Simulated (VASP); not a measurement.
# Zn (Im-3m) in VASP: notebook

One crystal, Zn, is run at these levels: r2SCAN, PBE; tasks: single point.

All numbers are computed with VASP 6.6.1; they aren't measurements. Logs are shortened: lines on timing, memory, paths and dates and some standing lists are left out, and cuts for length are marked.

## Step 1: The crystal as given

Symmetry: Im-3m, No. 229, cubic system. The conventional cell has a = 3.069 Å, b = 3.069 Å, c = 3.069 Å, α = 90.00°, β = 90.00°, γ = 90.00°. Zn (site symmetry m-3m) is surrounded by 8 Zn at 2.66 Å.

The cell was built by a generator and needn't be a form met in nature.

## Step 2: Single point, r2SCAN

The input, POSCAR:

```
Zn
1.0
   -1.5345321338      1.5345321338      1.5345321338
    1.5345321338     -1.5345321338      1.5345321338
    1.5345321338      1.5345321338     -1.5345321338
Zn
1
Direct
    0.0000000000      0.0000000000      0.0000000000
```

The input, INCAR.step1:

```
SYSTEM = Zn
ALGO = Normal
EDIFF = 1E-4
ENCUT = 520
GGA = PE
ISMEAR = 0
LASPH = .True.
LCHARG = .False.
LREAL = .False.
LWAVE = .True.
NBANDS = 12
NELM = 100
PREC = Accurate
SIGMA = 0.05
```

The input, INCAR.step2:

```
SYSTEM = Zn
ALGO = Normal
EDIFF = 1E-7
ENCUT = 520
ISIF = 2
ISMEAR = 0
ISTART = 1
LASPH = .True.
LCHARG = .False.
LMIXTAU = .True.
LREAL = .False.
LWAVE = .False.
METAGGA = R2SCAN
NBANDS = 12
NELM = 100
PREC = Accurate
SIGMA = 0.05
```

The input, KPOINTS:

```
k-points
0
Gamma
  18 18 18
  0 0 0
```

Potentials or basis: VASP PAW PBE potentials, release 64 (Zn).

Run with:

```sh
$ cat potpaw_PBE.64/Zn/POTCAR > POTCAR
$ cp INCAR.step1 INCAR
$ mpirun -np 1 vasp_std > vasp.out
$ cp INCAR.step2 INCAR
$ mpirun -np 1 vasp_std > vasp.out
```

OUTCAR:

```text
SYSTEM = Zn
   EDIFF = 1E-7
   ENCUT = 520
   ISIF = 2
   ISMEAR = 0
   ISTART = 1
   LASPH = .True.
   LREAL = .False.
   METAGGA = R2SCAN
   NELM = 100
   PREC = Accurate

 ion  position               nearest neighbor table
   1  0.000  0.000  0.000-

  LATTYP: Found a body centered cubic cell.
 ALAT       =     3.0690642676

  Lattice vectors:

 A1 = (  -1.5345321338,   1.5345321338,   1.5345321338)
 A2 = (   1.5345321338,  -1.5345321338,   1.5345321338)
 A3 = (   1.5345321338,   1.5345321338,  -1.5345321338)

Analysis of symmetry for initial positions (statically):
=====================================================================
 Subroutine PRICEL returns:
 Original cell was already a primitive cell.

 Routine SETGRP: Setting up the symmetry group for a
 body centered cubic supercell.

 Subroutine GETGRP returns: Found 48 space group operations
 (whereof 48 operations were pure point group operations)
 out of a pool of 48 trial point group operations.

The static configuration has the point symmetry O_h .

Analysis of symmetry for dynamics (positions and initial velocities):
=====================================================================
 Subroutine PRICEL returns:
 Original cell was already a primitive cell.

 Routine SETGRP: Setting up the symmetry group for a
 body centered cubic supercell.

 Subroutine GETGRP returns: Found 48 space group operations
 (whereof 48 operations were pure point group operations)
 out of a pool of 48 trial point group operations.

The dynamic configuration has the point symmetry O_h .

 Subroutine INISYM returns: Found 48 space group operations
 (whereof 48 operations are pure point group operations),
 and found     1 'primitive' translations

----------------------------------------------------------------------------------------

                                     Primitive cell

  volume of cell :      14.4540

  direct lattice vectors                    reciprocal lattice vectors
    -1.534532134  1.534532134  1.534532134     0.000000000  0.325832212  0.325832212
     1.534532134 -1.534532134  1.534532134     0.325832212  0.000000000  0.325832212
     1.534532134  1.534532134 -1.534532134     0.325832212  0.325832212  0.000000000

  length of vectors
     2.657887622  2.657887622  2.657887622     0.460796334  0.460796334  0.460796334

  position of ions in fractional coordinates (direct lattice)
     0.000000000  0.000000000  0.000000000

  ion indices of the primitive-cell ions
   primitive index   ion index
                 1           1

----------------------------------------------------------------------------------------

 KPOINTS: k-points

Automatic generation of k-mesh.
 Grid dimensions read from file:
 generate k-points for:   18   18   18

 Generating k-lattice:

  Cartesian coordinates                     Fractional coordinates (reciprocal lattice)
     0.000000000  0.018101790  0.018101790     0.055555556  0.000000000  0.000000000
     0.018101790  0.000000000  0.018101790     0.000000000  0.055555556  0.000000000
     0.018101790  0.018101790  0.000000000     0.000000000  0.000000000  0.055555556

  Length of vectors
     0.025599796  0.025599796  0.025599796

  Shift w.r.t. Gamma in fractional coordinates (k-lattice)
     0.000000000  0.000000000  0.000000000

 Subroutine IBZKPT returns following result:
 ===========================================

 Found    195 irreducible k-points:

 Following reciprocal coordinates:
            Coordinates               Weight
  0.000000  0.000000  0.000000      1.000000
  0.055556  0.000000  0.000000     12.000000
  0.111111  0.000000  0.000000     12.000000
  0.166667  0.000000  0.000000     12.000000
  0.222222  0.000000  0.000000     12.000000
  0.277778  0.000000  0.000000     12.000000
[... 16 lines left out ...]
  0.333333  0.111111  0.000000     48.000000
  0.388889  0.111111 -0.000000     48.000000
 [... further k-points ...]
   k-points           NKPTS =    195   k-points in BZ     NKDIM =    195   number of bands    NBANDS=     12
   number of dos      NEDOS =    301   number of ions     NIONS =      1
   total plane-waves  NPLWV =   8000
   dimension x,y,z NGX =    20 NGY =   20 NGZ =   20
   dimension x,y,z NGXF=    40 NGYF=   40 NGZF=   40
   ions per type =               1
   NGX,Y,Z   is equivalent  to a cutoff of  12.51, 12.51, 12.51 a.u.
   NGXF,Y,Z  is equivalent  to a cutoff of  25.02, 25.02, 25.02 a.u.
 SYSTEM =  Zn
   PREC   = accura    normal or accurate (medium, high low for compatibility)
   ISTART =      1    job   : 0-new  1-cont  2-samecut
   ICHARG =      0    charge: 1-file 2-atom 10-const
   ISPIN  =      1    spin polarized calculation?
   LNONCOLLINEAR =      F non collinear calculations
   LSORBIT =      F    spin-orbit coupling
   LASPH  =      T    aspherical Exc in radial PAW
   ENCUT  =  520.0 eV  38.22 Ry    6.18 a.u.   4.94  4.94  4.94*2*pi/ulx,y,z
   NELM   =    100;   NELMIN=  2; NELMDL=  0     # of ELM steps
   EDIFF  = 0.1E-06   stopping-criterion for ELM
   LREAL  =      F    real-space projection
   EDIFFG = 0.1E-05   stopping-criterion for IOM
   NSW    =      0    number of steps for IOM
   IBRION =     -1    ionic relax: 0-MD 1-quasi-New 2-CG
   NFREE  =      0    steps in history (QN), initial steepest desc. (CG)
   ISIF   =      2    stress and relaxation
   ISYM   =      2    0-nonsym 1-usesym 2-fastsym
   POTIM  = 0.5000    time-step for ionic-motion
   TEBEG  =    0.0;   TEEND  =   0.0 temperature during run
   PSTRESS=    0.0 pullay stress
   NELECT =      12.0000    total number of electrons
   NUPDOWN=      -1.0000    fix difference up-down
   EMIN   =  10.00;   EMAX   =-10.00  energy-range for DOS
   EFERMI =   0.00;   METHOD = LEGACY
   ISMEAR =     0;   SIGMA  =   0.05  broadening in eV -4-tet -1-fermi 0-gaus
   EFERMI_NEDOS =   21; number of points for ismear=-14 and -15
   IALGO  =     38    algorithm
   IMIX   =      4    mixing-type and parameters
     AMIX     =   0.40;   BMIX     =  1.00
     AMIX_MAG =   1.60;   BMIX_MAG =  1.00
  volume/ion in A,a.u.               =      14.45        97.54
  Fermi-wavevector in a.u.,A,eV,Ry     =   1.538648  2.907623 32.210943  2.367438
  Thomas-Fermi vector in A             =   2.644987
   LORBIT       =      0    0 simple, 1 ext, 2 COOP (PROOUT), +10 PAW based schemes
   METAGGA = R2SCAN    functional components
   LHFCALC =     F    Hartree Fock is set to
   AEXX    =    0.0000 exact exchange contribution
   IVDW    =     0    specifies the selected vdW correction
   LEPSILON=     F    determine dielectric tensor
   LRPA    =     F    only Hartree local field effects (RPA)
 non-spin polarized calculation
 Gauss-broadening in eV      SIGMA  =   0.05
  energy-cutoff  :      520.00
  volume of cell :       14.45
 maximum number of plane-waves:       402
   NGX =  9   NGY =  9   NGZ =  9

 number of electron      11.9999995 magnetization

 Free energy of the ion-electron system (eV)
  ---------------------------------------------------
  ext. energy  EPLUGINS =         0.00000000
  ---------------------------------------------------
  free energy    TOTEN  =        -8.79778756 eV

  energy without entropy =       -8.79714099  energy(sigma->0) =       -8.79746427

 E-fermi :   3.5509     XC(G=0): -12.9912

 val. band max:        3.5473581935   @ k =  -0.4444   0.5000   0.1111
 cond. band min:       3.5560472490   @ k =   0.3333   0.2778   0.0556
 fundamental gap:      0.0086890555
 Fermi energy:         3.5508964902

 k-point     1 :       0.0000    0.0000    0.0000
  band No.  band energies     occupation
      1      -7.9411      2.00000
      2      -4.8170      2.00000
      3      -4.8168      2.00000
      4      -4.8168      2.00000
      5      -4.2546      2.00000
      6      -4.2546      2.00000
      7      24.7757      0.00000
      8      24.7757      0.00000
      9      24.7759      0.00000
     10      25.7604      0.00000
     11      25.7604      0.00000
     12      25.7604      0.00000

 k-point     2 :       0.0556    0.0000    0.0000
  band No.  band energies     occupation
      1      -7.8339      2.00000
      2      -4.8276      2.00000
      3      -4.8149      2.00000
      4      -4.7909      2.00000
      5      -4.2649      2.00000
      6      -4.2540      2.00000
      7      22.8601      0.00000
      8      23.8031      0.00000
      9      24.1350      0.00000
     10      24.9121      0.00000
     11      24.9785      0.00000
     12      25.6094      0.00000

 k-point     3 :       0.1111    0.0000    0.0000
  band No.  band energies     occupation
      1      -7.5169      2.00000
      2      -4.8586      2.00000
      3      -4.8084      2.00000
      4      -4.7151      2.00000
      5      -4.2905      2.00000
      6      -4.2519      2.00000
      7      19.7411      0.00000
      8      22.2469      0.00000
      9      22.7680      0.00000
     10      23.7226      0.00000
     11      24.3064      0.00000
     12      25.8896      0.00000
[... 286 lines left out ...]
 k-point    23 :       0.3333    0.1111    0.0000
  band No.  band energies     occupation
      1      -5.4595      2.00000
      2      -5.1027      2.00000
      3      -4.3526      2.00000
      4      -4.2935      2.00000
      5      -4.1059      2.00000
      6      -1.6982      2.00000
      7       6.2481      0.00000
      8      13.4560      0.00000
      9      16.7781      0.00000
     10      21.9809      0.00000
     11      25.2555      0.00000
     12      28.8319      0.00000

 k-point    24 :       0.3889    0.1111   -0.0000
  band No.  band energies     occupation
      1      -5.4828      2.00000
      2      -5.1310      2.00000
      3      -4.3156      2.00000
      4      -4.2808      2.00000
      5      -4.0218      2.00000
      6      -0.2267      2.00000
      7       4.1236      0.00000
      8      13.1101      0.00000
      9      16.4304      0.00000
     10      21.7536      0.00000
     11      25.0868      0.00000
     12      30.1734      0.00000

 [... further k-points ...]

------------------------ aborting loop because EDIFF is reached ----------------------------------------

  FORCE on cell =-STRESS in cart. coord.  units (eV):
  Direction    XX          YY          ZZ          XY          YZ          ZX
  --------------------------------------------------------------------------------------
  -------------------------------------------------------------------------------------
  Total        0.0429069      0.0429069      0.0429069     -0.0000000      0.0000000     -0.0000000
  in kB        4.7560885      4.7560885      4.7560885     -0.0000000      0.0000000     -0.0000000
  external PRESSURE =       4.7560885 kB  Pullay stress =       0.0000000 kB

 VOLUME and BASIS-vectors are now :
 -----------------------------------------------------------------------------
  energy-cutoff  :      520.00
  volume of cell :       14.45
      direct lattice vectors                 reciprocal lattice vectors
    -1.534532134  1.534532134  1.534532134     0.000000000  0.325832212  0.325832212
     1.534532134 -1.534532134  1.534532134     0.325832212  0.000000000  0.325832212
     1.534532134  1.534532134 -1.534532134     0.325832212  0.325832212  0.000000000

 POSITION                                       TOTAL-FORCE (eV/Angst)
 -----------------------------------------------------------------------------------
      0.00000      0.00000      0.00000        -0.000000      0.000000      0.000000
 -----------------------------------------------------------------------------------
    total drift:                               -0.000000      0.000000      0.000000

  FREE ENERGIE OF THE ION-ELECTRON SYSTEM (eV)
  ---------------------------------------------------
  free  energy   TOTEN  =        -8.7977875568 eV

  energy  without entropy=       -8.7971409913  energy(sigma->0) =       -8.79746427
```

It took 48 s on 1 thread of Intel Xeon 6975P-C (Granite Rapids), shared host; peak memory 0.15 GiB.

Results:

```yaml
Free_energy: -8.7978 eV
Pressure: 0.5 GPa
Band_gap_on_the_k_mesh: none (metal or under the smearing width)
```

Caveat: the PAW data sets were made with another functional, which shifts forces and pressure a little.

## Step 3: Single point, PBE

This run uses another cell than the first one, of 15.13 Å³/atom, 1.046 times its volume.

The input, INCAR:

```
PREC     = Accurate       # precision mode
ENCUT    = 520            # plane-wave cutoff, eV
EDIFF    = 1E-6           # SCF threshold, eV
ISMEAR   = 0              # smearing method
SIGMA    = 0.05           # smearing width, eV
LREAL    = False          # projectors in reciprocal space
LASPH    = True           # aspherical terms in the spheres
NELM     = 100            # most SCF steps
ALGO     = Fast           # electronic algorithm
ISIF     = 2              # what is computed and relaxed
LWAVE    = False          # write WAVECAR
LCHARG   = False          # write CHGCAR
GGA      = PE             # functional
NBANDS   = 12             # bands
```

The input, KPOINTS:

```
regular mesh
0
Gamma
  8 8 8
```

The input, POSCAR:

```
Zn
1.0
   -1.5579542547      1.5579542547      1.5579542547
    1.5579542547     -1.5579542547      1.5579542547
    1.5579542547      1.5579542547     -1.5579542547
Zn
1
Direct
    0.0000000000      0.0000000000      0.0000000000
```

Potentials or basis: VASP PAW PBE potentials, release 64 (Zn).

Run with:

```sh
$ cat potpaw_PBE.64/Zn/POTCAR > POTCAR
$ mpirun -np 1 vasp_std > vasp.out
```

Run time: 2.6 s. Hardware: 1 thread of Intel Xeon 6975P-C (Granite Rapids), shared host; peak memory 0.12 GiB.

The run converged. Its results:

```yaml
Free_energy: -1.0116 eV
Pressure: 0.5 GPa
Band_gap_on_the_k_mesh: none (metal or under the smearing width)
```

Levels at points of the mesh, in eV from the Fermi level:
| k point | band 4 | band 5 | band 6 | band 7 | band 8 | band 9 |
| --- | --- | --- | --- | --- | --- | --- |
| (0.00, 0.00, 0.00) | -7.64 | -7.12 | -7.12 | 19.50 | 19.50 | 19.50 |
| (0.50, 0.00, 0.00) | -7.09 | -6.78 | -2.54 | -0.77 | 11.64 | 13.00 |
| (0.50, 0.50, 0.50) | -6.86 | -6.86 | 4.41 | 4.41 | 4.41 | 7.88 |
